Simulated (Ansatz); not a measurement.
# InAs: a two-dimensional strain map

This session takes InAs and sets out to map the energy over biaxial and axial strain.

The COD entry's cell or inner coordinates are ideal or old and differ from later refinements, so a difference from it is no clean test against experiment.

Program: Ansatz 0.2.0. Level of theory: DFT r2SCAN, scalar-relativistic, plane waves, PAW. These are calculated values, not measurements.

## Step 1: The starting structure

Symmetry: F-43m, No. 216, cubic system. Conventional cell: a = 6.048 Å, b = 6.048 Å, c = 6.048 Å, α = 90.00°, β = 90.00°, γ = 90.00°. In (site symmetry -43m) is surrounded by 4 As at 2.62 Å. As (site symmetry -43m) has 4 In at 2.62 Å as nearest neighbours.

Coordinates:

```cif
data_structure
_symmetry_space_group_name_H-M 'F-43m'
_symmetry_Int_Tables_number 216
_cell_length_a 6.0480
_cell_length_b 6.0480
_cell_length_c 6.0480
_cell_angle_alpha 90.000
_cell_angle_beta 90.000
_cell_angle_gamma 90.000
_cell_volume 221.23
loop_
_atom_site_label
_atom_site_type_symbol
_atom_site_symmetry_multiplicity
_atom_site_Wyckoff_symbol
_atom_site_fract_x
_atom_site_fract_y
_atom_site_fract_z
_atom_site_occupancy
In1 In 4 a 0.00000 0.00000 0.00000 1
As1 As 4 c 0.25000 0.25000 0.25000 1
```

No relaxation comes first: the listed cell is the starting point.

## Step 2: Zero of energy

The reference gives a free energy of -10477.1694 eV, pressure 1.86 GPa, largest force 0.000 eV/Å and gap on the mesh 0.25 eV. It was computed beforehand with the settings of the runs below.

## Step 3: Setting up a two-dimensional strain map

The cell is strained by p along both x and y and by q along z, with fractional coordinates fixed.

## Step 4: p = -0.050, q = -0.050

Contents of input.yaml:

```yaml
crystal:
  lattice:
    - [0.0, 2.8728, 2.8728]
    - [2.8728, 0.0, 2.8728]
    - [2.8728, 2.8728, 0.0]
  atoms:
    - { symbol: In, position: [0.0, 0.0, 0.0] }
    - { symbol: As, position: [0.75, 0.75, 0.75] }
basis:
  ecutwfc: 500
kpoints:
  mp_grid: { grid: [10, 10, 10] }
hamiltonian:
  xc: r2scan
scf:
  occupations: { method: gaussian, width: 0.03 }
output:
  forces: true
  stress: true
  eigenvalues: true
```

On the command line:

```
$ ansatz run input.yaml --threads 1 --pin off --max-ram 2560MiB --backend cpu --events-out ev --progress --plain --runs-dir out
```

Log, cut to the lines that bear on the results:

```text
Warning: RAYON_NUM_THREADS=1 ignored (pool sized by the plan → 1); use --threads N
[...]
Pseudopotentials: kind: paw
Pseudopotential: In, paw, valence charge 13, recommended cutoff 500 eV (meta_gga), In.paw.azcp
Pseudopotential: As, paw, valence charge 15, recommended cutoff 500 eV (meta_gga), As.paw.azcp
Functional definition: r2SCAN
[...]
Crystal: 2 atoms, lattice volume = 47.418 Å³
Basis set: ecut = 500 eV, 1243 PW (Γ), exchange–correlation on 120×120×120 points (64 copies of the dense FFT grid, shifted against one another)
Bands: 18, of which v1, the nominal top of the filled ones, is band 14 counted from 1 (13 counted from 0)
Symmetry: 24 space group operations
Space group: F-43m (ITA 216), of the structure as read, at distance tolerance 3.6e-5 Å
k-points: 47 of 1000 (time reversal used)
[...]
SCF iter   1: F=—  HF=-10476.754193 eV  |F-HF|=—  |Δ(HF+E_count)|=         —  Δρ=6.28e-3  dr2=1.08e-2  dr2_τ=1.50e-2  ethr=1.77e-3  ⟨swp⟩=6.0  Hψ=4362  notcnv=0
[...]
SCF iter   6: F=-10476.770460 eV  HF=-10476.770460 eV  |F-HF|=8.90e-9  |Δ(HF+E_count)|=   1.71e-7  Δρ=5.45e-6  dr2=6.56e-9  dr2_τ=3.70e-10  ethr=3.57e-10  ⟨swp⟩=3.0  Hψ=3389  notcnv=0
[...]
SCF converged after 6 iterations
Free energy (F): -10476.770460 eV
[...]
E sigma→0 (E₀):  -10476.770460 eV
Fermi energy:    10.417064 eV
[...]
--- Forces (eV/Å), atoms counted from 1 ---
  atom   1  In    -0.00000000    -0.00000000    -0.00000000
  atom   2  As     0.00000000    -0.00000000     0.00000000
[...]
--- Stress (GPa, compression-positive) ---
       16.225335      -0.000000      -0.000000
       -0.000000      16.225335       0.000000
        0.000000       0.000000      16.225335
  P = ⅓ Tr σ = 16.2253 GPa (162.253 kbar)
--- Band table (eV; the first three rows and the last of 47) ---
  k-point 0: bands = ["-25.9773", "-25.9773", "-25.9773", "-25.9614", "-25.9614", "-5.4287", "-5.4287", "-5.4287", "-5.2053", "-5.2053", "-3.5800", "9.8722", "9.8722", "9.8722", "10.9610", "14.1957", "14.1957", "14.1957"]
[...]
```

It took 17 s on 1 thread of Intel Xeon at 2.50GHz (Skylake/Cascade Lake), shared host; peak memory 0.51 GiB.

## Step 5: Point p = -0.050, q = 0.000

Edit input.yaml of step 4 so:

```diff
@@ -2,4 +2,4 @@
   lattice:
-    - [0.0, 2.8728, 2.8728]
-    - [2.8728, 0.0, 2.8728]
+    - [0.0, 2.8728, 3.024]
+    - [2.8728, 0.0, 3.024]
     - [2.8728, 2.8728, 0.0]
```

On the command line:

```
$ ansatz run input.yaml --threads 1 --pin off --max-ram 2560MiB --backend cpu --events-out ev --progress --plain --runs-dir out
```

Log, cut to the lines that bear on the results:

```text
Warning: RAYON_NUM_THREADS=1 ignored (pool sized by the plan → 1); use --threads N
[...]
[... 4 set-up lines as earlier in the session ...]
[...]
Crystal: 2 atoms, lattice volume = 49.914 Å³
Basis set: ecut = 500 eV, 1267 PW (Γ), exchange–correlation on 128×128×120 points (64 copies of the dense FFT grid, shifted against one another)
Bands: 18, of which v1, the nominal top of the filled ones, is band 14 counted from 1 (13 counted from 0)
Symmetry: 8 space group operations
Space group: I-4m2 (ITA 119), of the structure as read, at distance tolerance 3.7e-5 Å
k-points: 102 of 1000 (time reversal used)
[...]
SCF iter   1: F=—  HF=-10476.953401 eV  |F-HF|=—  |Δ(HF+E_count)|=         —  Δρ=6.21e-3  dr2=1.10e-2  dr2_τ=1.23e-2  ethr=1.77e-3  ⟨swp⟩=6.0  Hψ=9261  notcnv=0
[...]
SCF iter   6: F=-10476.966322 eV  HF=-10476.966322 eV  |F-HF|=8.45e-9  |Δ(HF+E_count)|=   1.21e-7  Δρ=5.08e-6  dr2=6.20e-9  dr2_τ=3.68e-10  ethr=3.57e-10  ⟨swp⟩=3.0  Hψ=7374  notcnv=0
[...]
SCF converged after 6 iterations
Free energy (F): -10476.966322 eV
[...]
E sigma→0 (E₀):  -10476.966322 eV
Fermi energy:    9.519951 eV
[...]
--- Forces (eV/Å), atoms counted from 1 ---
  atom   1  In    -0.00000000     0.00000000    -0.00000000
  atom   2  As     0.00000000     0.00000000     0.00000000
[...]
--- Stress (GPa, compression-positive) ---
       10.944702      -0.000000       0.000000
        0.000000      10.944702       0.000000
       -0.000000       0.000000       9.046450
  P = ⅓ Tr σ = 10.3120 GPa (103.120 kbar)
--- Band table (eV; the first three rows and the last of 102) ---
  k-point 0: bands = ["-26.6713", "-26.6713", "-26.6626", "-26.6600", "-26.6496", "-6.0807", "-6.0593", "-6.0593", "-5.8779", "-5.8778", "-3.9551", "8.8667", "9.1698", "9.1698", "9.8692", "13.3729", "13.3729", "13.4754"]
[...]
```

It took 44 s on 1 thread of Intel Xeon at 2.50GHz (Skylake/Cascade Lake), shared host; peak memory 0.58 GiB.

## Step 6: p = -0.050, q = 0.050

Edit input.yaml of step 5 so:

```diff
@@ -2,4 +2,4 @@
   lattice:
-    - [0.0, 2.8728, 3.024]
-    - [2.8728, 0.0, 3.024]
+    - [0.0, 2.8728, 3.1752]
+    - [2.8728, 0.0, 3.1752]
     - [2.8728, 2.8728, 0.0]
```

On the command line:

```
$ ansatz run input.yaml --threads 1 --pin off --max-ram 2560MiB --backend cpu --events-out ev --progress --plain --runs-dir out
```

Log, cut to the lines that bear on the results:

```text
[...]
SCF converged after 6 iterations
Free energy (F): -10477.056367 eV
[...]
E sigma→0 (E₀):  -10477.056367 eV
Fermi energy:    8.693532 eV
[...]
--- Forces (eV/Å), atoms counted from 1 ---
  atom   1  In    -0.00000000    -0.00000000     0.00000000
  atom   2  As     0.00000000    -0.00000000    -0.00000000
[...]
--- Stress (GPa, compression-positive) ---
        7.087662       0.000000       0.000000
       -0.000000       7.087662       0.000000
        0.000000       0.000000       2.651480
  P = ⅓ Tr σ = 5.6089 GPa (56.089 kbar)
--- Band table (eV; the first three rows and the last of 102) ---
  k-point 0: bands = ["-27.2996", "-27.2996", "-27.2926", "-27.2833", "-27.2727", "-6.6858", "-6.6436", "-6.6436", "-6.5036", "-6.4998", "-4.2839", "7.9358", "8.5509", "8.5509", "8.8340", "12.6467", "12.6467", "12.8620"]
[...]
```

Run time: 47 s. Hardware: 1 thread of Intel Xeon at 2.50GHz (Skylake/Cascade Lake), shared host; peak memory 0.58 GiB.

## Step 7: Point p = 0.000, q = -0.050

Edit input.yaml of step 6 so:

```diff
@@ -2,5 +2,5 @@
   lattice:
-    - [0.0, 2.8728, 3.1752]
-    - [2.8728, 0.0, 3.1752]
-    - [2.8728, 2.8728, 0.0]
+    - [0.0, 3.024, 2.8728]
+    - [3.024, 0.0, 2.8728]
+    - [3.024, 3.024, 0.0]
   atoms:
```

On the command line:

```
$ ansatz run input.yaml --threads 1 --pin off --max-ram 2560MiB --backend cpu --events-out ev --progress --plain --runs-dir out
```

Log, cut to the lines that bear on the results:

```text
[...]
SCF converged after 6 iterations
Free energy (F): -10477.096785 eV
[...]
E sigma→0 (E₀):  -10477.096785 eV
Fermi energy:    8.657089 eV
[...]
--- Forces (eV/Å), atoms counted from 1 ---
  atom   1  In    -0.00000000     0.00000000     0.00000000
  atom   2  As     0.00000000     0.00000000     0.00000000
[...]
--- Stress (GPa, compression-positive) ---
        5.066621      -0.000000      -0.000000
        0.000000       5.066621       0.000000
       -0.000000       0.000000       6.634555
  P = ⅓ Tr σ = 5.5893 GPa (55.893 kbar)
--- Band table (eV; the first three rows and the last of 102) ---
  k-point 0: bands = ["-27.3426", "-27.3354", "-27.3354", "-27.3303", "-27.3220", "-6.6909", "-6.6909", "-6.6726", "-6.5274", "-6.5208", "-4.3236", "8.2336", "8.2336", "8.4787", "8.8355", "12.5686", "12.6729", "12.6729"]
[...]
```

Wall time 38 s (1 thread of Intel Xeon at 2.50GHz (Skylake/Cascade Lake), shared host); peak memory 0.59 GiB.

## Step 8: p = 0.000, q = 0.050

Edit input.yaml of step 7 so:

```diff
@@ -2,4 +2,4 @@
   lattice:
-    - [0.0, 3.024, 2.8728]
-    - [3.024, 0.0, 2.8728]
+    - [0.0, 3.024, 3.1752]
+    - [3.024, 0.0, 3.1752]
     - [3.024, 3.024, 0.0]
```

On the command line:

```
$ ansatz run input.yaml --threads 1 --pin off --max-ram 2560MiB --backend cpu --events-out ev --progress --plain --runs-dir out
```

Log, cut to the lines that bear on the results:

```text
[...]
SCF converged after 8 iterations
Free energy (F): -10477.163911 eV
[...]
E sigma→0 (E₀):  -10477.163894 eV
Entropy (-TS):   -0.000034 eV (-0.017 meV/atom)
Fermi energy:    7.052645 eV
[...]
--- Forces (eV/Å), atoms counted from 1 ---
  atom   1  In     0.00000000    -0.00000000     0.00000000
  atom   2  As    -0.00000000     0.00000000     0.00000000
[...]
--- Stress (GPa, compression-positive) ---
       -0.375777       0.000000       0.000000
        0.000000      -0.375777      -0.000000
       -0.000000      -0.000000      -2.390561
  P = ⅓ Tr σ = -1.0474 GPa (-10.474 kbar)
--- Band table (eV; the first three rows and the last of 102) ---
  k-point 0: bands = ["-28.5718", "-28.5718", "-28.5657", "-28.5648", "-28.5576", "-7.8472", "-7.8292", "-7.8292", "-7.7231", "-7.7148", "-5.0036", "6.7980", "6.9352", "7.0526", "7.0526", "11.1977", "11.1977", "11.3090"]
[...]
```

It took 49 s on 1 thread of Intel Xeon at 2.50GHz (Skylake/Cascade Lake), shared host; peak memory 0.58 GiB.

## Step 9: p = 0.050, q = -0.050

Edit input.yaml of step 8 so:

```diff
@@ -2,5 +2,5 @@
   lattice:
-    - [0.0, 3.024, 3.1752]
-    - [3.024, 0.0, 3.1752]
-    - [3.024, 3.024, 0.0]
+    - [0.0, 3.1752, 2.8728]
+    - [3.1752, 0.0, 2.8728]
+    - [3.1752, 3.1752, 0.0]
   atoms:
```

On the command line:

```
$ ansatz run input.yaml --threads 1 --pin off --max-ram 2560MiB --backend cpu --events-out ev --progress --plain --runs-dir out
```

Log, cut to the lines that bear on the results:

```text
[...]
SCF converged after 6 iterations
Free energy (F): -10477.136643 eV
[...]
E sigma→0 (E₀):  -10477.136643 eV
Fermi energy:    7.154793 eV
[...]
--- Forces (eV/Å), atoms counted from 1 ---
  atom   1  In    -0.00000000     0.00000000     0.00000000
  atom   2  As     0.00000000    -0.00000000    -0.00000000
[...]
--- Stress (GPa, compression-positive) ---
       -2.088790      -0.000000       0.000000
        0.000000      -2.088790       0.000000
        0.000000       0.000000       0.992441
  P = ⅓ Tr σ = -1.0617 GPa (-10.617 kbar)
--- Band table (eV; the first three rows and the last of 102) ---
  k-point 0: bands = ["-28.5409", "-28.5314", "-28.5304", "-28.5304", "-28.5195", "-7.8201", "-7.8201", "-7.7881", "-7.7076", "-7.6857", "-4.9686", "6.8580", "6.8580", "6.9470", "7.2689", "11.1658", "11.3836", "11.3836"]
[...]
```

It took 42 s on 1 thread of Intel Xeon at 2.50GHz (Skylake/Cascade Lake), shared host; peak memory 0.6 GiB.

## Step 10: At p = 0.050, q = 0.000

Edit input.yaml of step 9 so:

```diff
@@ -2,4 +2,4 @@
   lattice:
-    - [0.0, 3.1752, 2.8728]
-    - [3.1752, 0.0, 2.8728]
+    - [0.0, 3.1752, 3.024]
+    - [3.1752, 0.0, 3.024]
     - [3.1752, 3.1752, 0.0]
```

On the command line:

```
$ ansatz run input.yaml --threads 1 --pin off --max-ram 2560MiB --backend cpu --events-out ev --progress --plain --runs-dir out
```

Log, cut to the lines that bear on the results:

```text
Warning: RAYON_NUM_THREADS=1 ignored (pool sized by the plan → 1); use --threads N
[...]
[... 4 set-up lines as earlier in the session ...]
[...]
Crystal: 2 atoms, lattice volume = 60.975 Å³
Basis set: ecut = 500 eV, 1543 PW (Γ), exchange–correlation on 128×128×144 points (64 copies of the dense FFT grid, shifted against one another)
Bands: 18, of which v1, the nominal top of the filled ones, is band 14 counted from 1 (13 counted from 0)
[... 1 set-up line as earlier in the session ...]
Space group: I-4m2 (ITA 119), of the structure as read, at distance tolerance 3.9e-5 Å
k-points: 102 of 1000 (time reversal used)
[...]
SCF iter   1: F=—  HF=-10477.120865 eV  |F-HF|=—  |Δ(HF+E_count)|=         —  Δρ=5.79e-3  dr2=1.18e-2  dr2_τ=5.82e-3  ethr=1.77e-3  ⟨swp⟩=6.0  Hψ=9118  notcnv=0
[...]
SCF iter   6: F=-10477.124672 eV  HF=-10477.124672 eV  |F-HF|=2.87e-9  |Δ(HF+E_count)|=   1.31e-8  Δρ=1.70e-6  dr2=3.12e-9  dr2_τ=5.89e-11  ethr=5.37e-11  ⟨swp⟩=1.9  Hψ=6214  notcnv=0
[...]
SCF converged after 6 iterations
Free energy (F): -10477.124672 eV
[...]
E sigma→0 (E₀):  -10477.124672 eV
Entropy (-TS):   -0.000000 eV (-0.000 meV/atom)
Fermi energy:    6.423953 eV
[...]
--- Forces (eV/Å), atoms counted from 1 ---
  atom   1  In    -0.00000000     0.00000000     0.00000000
  atom   2  As     0.00000000    -0.00000000     0.00000000
[...]
--- Stress (GPa, compression-positive) ---
       -3.892394       0.000000      -0.000000
        0.000000      -3.892394       0.000000
        0.000000       0.000000      -2.202147
  P = ⅓ Tr σ = -3.3290 GPa (-33.290 kbar)
--- Band table (eV; the first three rows and the last of 102) ---
  k-point 0: bands = ["-29.1392", "-29.1346", "-29.1346", "-29.1315", "-29.1262", "-8.3744", "-8.3744", "-8.3585", "-8.2762", "-8.2650", "-5.3178", "6.0708", "6.2951", "6.2951", "6.5043", "10.5225", "10.6332", "10.6332"]
[...]
```

It took 42 s on 1 thread of Intel Xeon at 2.50GHz (Skylake/Cascade Lake), shared host; peak memory 0.6 GiB.

## Step 11: Point p = 0.050, q = 0.050

Edit input.yaml of step 10 so:

```diff
@@ -2,4 +2,4 @@
   lattice:
-    - [0.0, 3.1752, 3.024]
-    - [3.1752, 0.0, 3.024]
+    - [0.0, 3.1752, 3.1752]
+    - [3.1752, 0.0, 3.1752]
     - [3.1752, 3.1752, 0.0]
```

On the command line:

```
$ ansatz run input.yaml --threads 1 --pin off --max-ram 2560MiB --backend cpu --events-out ev --progress --plain --runs-dir out
```

Log, cut to the lines that bear on the results:

```text
[...]
SCF converged after 6 iterations
Free energy (F): -10477.054861 eV
[...]
E sigma→0 (E₀):  -10477.054837 eV
Entropy (-TS):   -0.000046 eV (-0.023 meV/atom)
Fermi energy:    5.804350 eV
[...]
--- Forces (eV/Å), atoms counted from 1 ---
  atom   1  In    -0.00000000     0.00000000     0.00000000
  atom   2  As     0.00000000    -0.00000000     0.00000000
[...]
--- Stress (GPa, compression-positive) ---
       -5.069622      -0.000000      -0.000000
        0.000000      -5.069622       0.000000
        0.000000       0.000000      -5.069622
  P = ⅓ Tr σ = -5.0696 GPa (-50.696 kbar)
--- Band table (eV; the first three rows and the last of 47) ---
  k-point 0: bands = ["-29.6829", "-29.6829", "-29.6829", "-29.6767", "-29.6767", "-8.8839", "-8.8839", "-8.8839", "-8.7999", "-8.7999", "-5.6277", "5.2552", "5.7952", "5.7952", "5.7952", "9.9731", "9.9731", "9.9731"]
[...]
```

Wall time 23 s (1 thread of Intel Xeon at 2.50GHz (Skylake/Cascade Lake), shared host); peak memory 0.6 GiB.

## Step 12: Point p = -0.050, q = -0.025

Edit input.yaml of step 11 so:

```diff
@@ -2,5 +2,5 @@
   lattice:
-    - [0.0, 3.1752, 3.1752]
-    - [3.1752, 0.0, 3.1752]
-    - [3.1752, 3.1752, 0.0]
+    - [0.0, 2.8728, 2.9484]
+    - [2.8728, 0.0, 2.9484]
+    - [2.8728, 2.8728, 0.0]
   atoms:
```

On the command line:

```
$ ansatz run input.yaml --threads 1 --pin off --max-ram 2560MiB --backend cpu --events-out ev --progress --plain --runs-dir out
```

Log, cut to the lines that bear on the results:

```text
Warning: RAYON_NUM_THREADS=1 ignored (pool sized by the plan → 1); use --threads N
[...]
[... 4 set-up lines as earlier in the session ...]
[...]
Crystal: 2 atoms, lattice volume = 48.666 Å³
Basis set: ecut = 500 eV, 1243 PW (Γ), exchange–correlation on 128×128×120 points (64 copies of the dense FFT grid, shifted against one another)
Bands: 18, of which v1, the nominal top of the filled ones, is band 14 counted from 1 (13 counted from 0)
[... 2 set-up lines as earlier in the session ...]
k-points: 102 of 1000 (time reversal used)
[...]
SCF iter   1: F=—  HF=-10476.867844 eV  |F-HF|=—  |Δ(HF+E_count)|=         —  Δρ=6.25e-3  dr2=1.08e-2  dr2_τ=1.36e-2  ethr=1.77e-3  ⟨swp⟩=6.0  Hψ=9383  notcnv=0
[...]
SCF iter   6: F=-10476.882373 eV  HF=-10476.882373 eV  |F-HF|=7.93e-9  |Δ(HF+E_count)|=   1.87e-7  Δρ=5.17e-6  dr2=6.74e-9  dr2_τ=3.57e-10  ethr=3.57e-10  ⟨swp⟩=3.0  Hψ=7369  notcnv=0
[...]
SCF converged after 6 iterations
Free energy (F): -10476.882373 eV
[...]
E sigma→0 (E₀):  -10476.882373 eV
Fermi energy:    9.958761 eV
[...]
--- Forces (eV/Å), atoms counted from 1 ---
  atom   1  In    -0.00000000     0.00000000    -0.00000000
  atom   2  As     0.00000000     0.00000000    -0.00000000
[...]
--- Stress (GPa, compression-positive) ---
       13.384602      -0.000000      -0.000000
       -0.000000      13.384602       0.000000
       -0.000000       0.000000      12.542876
  P = ⅓ Tr σ = 13.1040 GPa (131.040 kbar)
--- Band table (eV; the first three rows and the last of 102) ---
  k-point 0: bands = ["-26.3332", "-26.3332", "-26.3287", "-26.3197", "-26.3143", "-5.7610", "-5.7502", "-5.7502", "-5.5482", "-5.5477", "-3.7740", "9.3602", "9.5099", "9.5099", "10.4069", "13.7711", "13.7711", "13.8206"]
[...]
```

Run time: 38 s. Hardware: 1 thread of Intel Xeon at 2.50GHz (Skylake/Cascade Lake), shared host; peak memory 0.57 GiB.

## Step 13: p = -0.050, q = 0.025

Edit input.yaml of step 12 so:

```diff
@@ -2,4 +2,4 @@
   lattice:
-    - [0.0, 2.8728, 2.9484]
-    - [2.8728, 0.0, 2.9484]
+    - [0.0, 2.8728, 3.0996]
+    - [2.8728, 0.0, 3.0996]
     - [2.8728, 2.8728, 0.0]
```

On the command line:

```
$ ansatz run input.yaml --threads 1 --pin off --max-ram 2560MiB --backend cpu --events-out ev --progress --plain --runs-dir out
```

Log, cut to the lines that bear on the results:

```text
Warning: RAYON_NUM_THREADS=1 ignored (pool sized by the plan → 1); use --threads N
[...]
[... 4 set-up lines as earlier in the session ...]
[...]
Crystal: 2 atoms, lattice volume = 51.162 Å³
Basis set: ecut = 500 eV, 1307 PW (Γ), exchange–correlation on 128×128×120 points (64 copies of the dense FFT grid, shifted against one another)
Bands: 18, of which v1, the nominal top of the filled ones, is band 14 counted from 1 (13 counted from 0)
[... 2 set-up lines as earlier in the session ...]
k-points: 102 of 1000 (time reversal used)
[...]
SCF iter   1: F=—  HF=-10477.012340 eV  |F-HF|=—  |Δ(HF+E_count)|=         —  Δρ=6.19e-3  dr2=1.12e-2  dr2_τ=1.11e-2  ethr=1.77e-3  ⟨swp⟩=6.0  Hψ=9195  notcnv=0
[...]
SCF iter   6: F=-10477.023796 eV  HF=-10477.023796 eV  |F-HF|=8.95e-9  |Δ(HF+E_count)|=   9.00e-8  Δρ=5.09e-6  dr2=6.24e-9  dr2_τ=3.96e-10  ethr=3.57e-10  ⟨swp⟩=6.1  Hψ=8684  notcnv=0
[...]
SCF converged after 6 iterations
Free energy (F): -10477.023796 eV
[...]
E sigma→0 (E₀):  -10477.023796 eV
Fermi energy:    9.098682 eV
[...]
--- Forces (eV/Å), atoms counted from 1 ---
  atom   1  In    -0.00000000     0.00000000     0.00000000
  atom   2  As     0.00000000     0.00000000    -0.00000000
[...]
--- Stress (GPa, compression-positive) ---
        8.859638       0.000000      -0.000000
        0.000000       8.859638       0.000000
       -0.000000       0.000000       5.746558
  P = ⅓ Tr σ = 7.8219 GPa (78.219 kbar)
--- Band table (eV; the first three rows and the last of 102) ---
  k-point 0: bands = ["-26.9928", "-26.9928", "-26.9837", "-26.9802", "-26.9684", "-6.3889", "-6.3569", "-6.3569", "-6.1964", "-6.1951", "-4.1246", "8.3919", "8.8507", "8.8507", "9.3455", "12.9988", "12.9988", "13.1568"]
[...]
```

Wall time 40 s (1 thread of Intel Xeon at 2.50GHz (Skylake/Cascade Lake), shared host); peak memory 0.58 GiB.

(Part 1 of 2 ends here.)
